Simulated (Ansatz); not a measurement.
# InPd (Pm-3m) in Ansatz: phonons with LDA

Aim: the phonons of InPd with LDA.

Everything below comes from runs of Ansatz 0.2.0. Logs are shortened: lines on timing, memory, paths and dates and some standing lists are left out, and cuts for length are marked.

## 1. The structure

It takes space group Pm-3m (No. 221, cubic). Conventional cell: a = 3.272 Å, b = 3.272 Å, c = 3.272 Å, α = 90.00°, β = 90.00°, γ = 90.00°. In (site symmetry m-3m) is surrounded by 8 Pd at 2.83 Å. Around Pd (site symmetry m-3m) lie 8 In at 2.83 Å.

The cell comes from a database or a generator and needn't be the stable form of this composition.

## 2. Phonons, LDA

File input.yaml:

```yaml
crystal:
  lattice:
    - [3.27188478, 0.0, 0.0]
    - [0.0, 3.27188478, 0.0]
    - [0.0, 0.0, 3.27188478]
  atoms:
    - { symbol: In, position: [0.0, 0.0, 0.0] }
    - { symbol: Pd, position: [0.5, 0.5, 0.5] }
hamiltonian:
  xc: lda
  pseudopotentials: { kind: paw }
kpoints:
  mp_grid: { grid: [6, 6, 6] }
scf:
  occupations: { method: fermi_dirac, width: 0.05 }
phonons:
  method: dfpt
```

Potentials or basis: Ansatz PAW.

The run is started by

```
$ ansatz run input.yaml --threads 2 --pin off --max-ram 5632MiB --backend cpu --events-out ev --progress --plain --runs-dir out
```

Output:

```text
Warning: RAYON_NUM_THREADS=2 ignored (pool sized by the plan → 2); use --threads N
Engine: ansatz 0.2.0, aarch64-unknown-linux-gnu
Pseudopotentials: kind: paw
Pseudopotential: In, paw, valence charge 13, recommended cutoff 420 eV (normal), In.paw.azcp
Pseudopotential: Pd, paw, valence charge 18, recommended cutoff 420 eV (normal), Pd.paw.azcp
Functional definition: SPW92
  exchange = slater_x
  correlation = pw_c
Crystal: 2 atoms, lattice volume = 35.026 Å³
Basis set: ecut = 420 eV, 691 PW (Γ), exchange–correlation on 48×48×48 points (8 copies of the dense FFT grid, shifted against one another)
Bands: 20, of which v1, the nominal top of the filled ones, is band 16 counted from 1 (15 counted from 0)
Symmetry: 48 space group operations
k-points: 40 of 216 (irreducible under 8 space group operations, time reversal used)
Non-local potential: In, projectors of the file, l = 0: 2, l = 1: 2, l = 2: 2, l = 3: 2
Non-local potential: Pd, projectors of the file, l = 0: 2, l = 1: 2, l = 2: 2, l = 3: 1
PAW form: soft (Blöchl's): semilocal exchange-correlation on the pseudo side does not see the compensation charge
PAW frozen core: In, regenerated for the run's functional, and the local potential with it (the file was generated under x = pbe(κ = 0.804, μ = 0.2195149727645171), c = pbe(β = 0.06672455060314922))
PAW frozen core: Pd, regenerated for the run's functional, and the local potential with it (the file was generated under x = pbe(κ = 0.804, μ = 0.2195149727645171), c = pbe(β = 0.06672455060314922))
PAW one-centre angular grid: In, 590 points (default); XC on 64 Gauss nodes
PAW one-centre angular grid: Pd, 590 points (default); XC on 64 Gauss nodes
Initial density: superposition of atomic densities (neutral atoms: chi_scale 0, normalization atom), corrected by the library's trained network
Initial wavefunctions: pseudopotential atomic-orbital guess
Functional: x = slater, c = lda
SCF iter   1: F=—  HF=-12302.780183 eV  |F-HF|=—  |Δ(HF+E_count)|=         —  Δρ=1.28e-2  dr2=5.49e-2  ethr=1.77e-3  ⟨swp⟩=5.7  Hψ=3542  notcnv=0
preconditioner: auto → none  [insulator: Δε(μ)=0.227 eV  Ē_g=14.371 eV  σ=0.050 eV  W_gap=0.81  n_scr=6 (ndim 8)  ℏωp=30.1 eV  f_vac=0.000  D(μ)=0.55/eV (n_scr^D=0)  ε∞_Penn≈5.4]
SCF iter   2: F=—  HF=-12302.768038 eV  |F-HF|=—  |Δ(HF+E_count)|=   1.21e-2  Δρ=2.90e-3  dr2=2.45e-3  ethr=1.77e-4  ⟨swp⟩=2.7  Hψ=1677  notcnv=0  defer=10
SCF iter   3: F=—  HF=-12302.767413 eV  |F-HF|=—  |Δ(HF+E_count)|=   6.25e-4  Δρ=1.05e-3  dr2=2.18e-4  ethr=7.91e-6  ⟨swp⟩=1.5  Hψ=839  notcnv=0  defer=10
SCF iter   4: F=—  HF=-12302.767374 eV  |F-HF|=—  |Δ(HF+E_count)|=   3.88e-5  Δρ=9.31e-5  dr2=1.34e-6  ethr=7.02e-7  ⟨swp⟩=2.8  Hψ=1375  notcnv=0  defer=10
SCF iter   5: F=—  HF=-12302.767372 eV  |F-HF|=—  |Δ(HF+E_count)|=   2.28e-6  Δρ=3.30e-5  dr2=3.19e-7  ethr=4.31e-9  ⟨swp⟩=2.6  Hψ=1410  notcnv=0  defer=10
SCF iter   6: F=—  HF=-12302.767372 eV  |F-HF|=—  |Δ(HF+E_count)|=   1.45e-8  Δρ=1.51e-6  dr2=7.33e-10  ethr=1.03e-9  ⟨swp⟩=2.3  Hψ=1169  notcnv=0  defer=10
SCF iter   7: F=-12302.767372 eV  HF=-12302.767372 eV  |F-HF|=3.64e-12  |Δ(HF+E_count)|=  1.87e-10  Δρ=2.50e-7  dr2=9.87e-12  ethr=1.00e-12  ⟨swp⟩=5.2  Hψ=4069  notcnv=0
SCF 1 converged in 7 iterations: F = -12302.767372 eV  dr2 = 9.87e-12
DFPT response loops at Γ: preconditioner auto → Kerker (q_TF=auto, 2.673 Å⁻¹) (partly filled bands, converged f_vac=0.000); β = 1.00, the filter's whole step (`scf.mixing.beta` (0.50) is not read by the response loops under this deck's `scf.mixing.preconditioner`; to damp them name `kerker` or `kerker_dos`, under which they read `scf.mixing.beta`, and type it under 1.00, their step now; both keys bind the ground state too); Broyden in place of MSR1
SCF converged after 7 iterations
Free energy (F): -12302.767372 eV
Harris-Foulkes:  -12302.767372 eV  (|F-HF|=3.64e-12)
Internal energy: -12302.761458 eV  (E = F + TS)
E sigma→0 (E₀):  -12302.764415 eV
Entropy (-TS):   -0.005913 eV (-2.957 meV/atom)
Fermi energy:    16.381265 eV
--- Per-component energies (eV) ---
  E_band       = -154.604995
  E_kinetic    = 760.317847
  E_local      = -2906.883272  (includes V_loc(G=0)·N_el)
  E_nonlocal   = 593.897968
  E_hartree    = 1174.916772
  E_xc         = -381.812443
  E_vxc        = -313.343280  (∫ρ·V_xc dr)
  E_paw        = -7640.248824  (= ΣΔE_a)
  E_vpaw       = -638.428079  (= ΣTr[D̂ρ^β])
  E_aug_tail   = 0.000234  (compensation charges beyond the density's cutoff)
  E_ewald      = -3903.915009
  E_core_change = 0.965270  (= ΣΔE_core)
  E_smearing   = -0.005913  (= −TS)
  E_closure    = 0.000000  (closes the sum)
  Σ components = -12302.767372   (vs F -12302.767372, Δ=0.00e0)
--- Band table (eV; the first three rows and the last of 40) ---
  k-point 0: bands = ["-68.0404", "-33.8393", "-33.8393", "-33.8393", "1.5347", "1.5347", "1.9469", "1.9469", "1.9469", "6.2460", "12.5396", "12.5396", "14.0687", "14.0687", "14.0687", "20.5096", "20.5096", "20.5096", "25.5381", "27.0733"]
  k-point 1: bands = ["-68.0400", "-33.8474", "-33.8387", "-33.8387", "1.5495", "1.6240", "1.9199", "1.9199", "1.9553", "6.6875", "12.5420", "12.5829", "13.7725", "13.7725", "14.0494", "18.2334", "21.3574", "21.3574", "26.1504", "26.9162"]
  k-point 2: bands = ["-68.0393", "-33.8635", "-33.8376", "-33.8376", "1.5793", "1.8012", "1.8663", "1.8663", "1.9720", "7.9868", "12.0515", "12.5468", "13.2855", "13.2855", "14.0107", "15.7647", "23.4773", "23.4773", "26.4480", "26.5651"]
  k-point 39: bands = ["-68.0359", "-33.8657", "-33.8657", "-33.8657", "1.6709", "1.6709", "1.6709", "2.1668", "2.1668", "11.4786", "11.4786", "11.4786", "14.6897", "14.6897", "16.0963", "20.1742", "20.1742", "20.1742", "20.7605", "20.7605"]
--- Phonons (Γ-DFPT): 2 representative perturbations + reference, on 40 of 216 k-points (Σ response iterations 7) ---
  k mesh reduced under 8 symmetry operations, with k and −k counted as one. Each operation leaves every solved perturbation unchanged. A smaller set is not used because it would not reduce the number of displacements times k-points to solve
  ASR residual: 1.354e-4 → 0.000e0 eV/Å²; symmetrization residual: 8.932e-6 eV/Å²
  ASR residual per site (eV/Å²): 1.35e-4 2.90e-6
  Γ frequencies (cm⁻¹): 0.00 0.00 0.00 127.54 127.54 127.54
  non-analytic LO–TO correction: not included (Born effective charges unavailable; polar crystals: no LO–TO splitting at Γ)
```

second_order_force_constants.tsv:

```text
# format = ansatz-second-order-force-constants/2
# a1_ang = 3.27188478e0 0e0 0e0
# a2_ang = 0e0 3.27188478e0 0e0
[... 68 lines left out ...]
0	0	0	0	0	0	3.3034996892385586e0	-6.162975822039172e-32	1.314768175368353e-31	-6.162975822039172e-32	3.3034996892385586e0	-0e0	1.314768175368353e-31	-0e0	3.3034996892385586e0
0	1	0	0	0	1	-3.3034996892385586e0	6.162975822039172e-32	-1.314768175368353e-31	6.162975822039172e-32	-3.3034996892385586e0	0e0	-1.314768175368353e-31	0e0	-3.3034996892385586e0
1	0	0	0	0	0	-3.3034996892385586e0	6.162975822039172e-32	-1.314768175368353e-31	6.162975822039172e-32	-3.3034996892385586e0	0e0	-1.314768175368353e-31	0e0	-3.3034996892385586e0
1	1	0	0	0	1	3.3034996892385586e0	-6.162975822039172e-32	1.314768175368353e-31	-6.162975822039172e-32	3.3034996892385586e0	-0e0	1.314768175368353e-31	-0e0	3.3034996892385586e0
```

Wall time 4.2 s (2 threads of Arm Neoverse V1, shared host); peak memory 0.4 GiB.

What came out:

| Property | Result |
| --- | --- |
| Free energy | -12302.7674 eV |
| Band gap on the k mesh | none (metal or under the smearing width) |
| Highest phonon frequency at Γ | 128 cm⁻¹ |

Phonon frequencies in cm⁻¹ (negative: imaginary):
| q point | frequencies |
| --- | --- |
| (0.000, 0.000, 0.000) | 0 0 0 128 128 128 |

Caveat: the PAW data sets come from PBE, with cores solved anew for the run's functional, which leaves a small shift of forces and pressure.
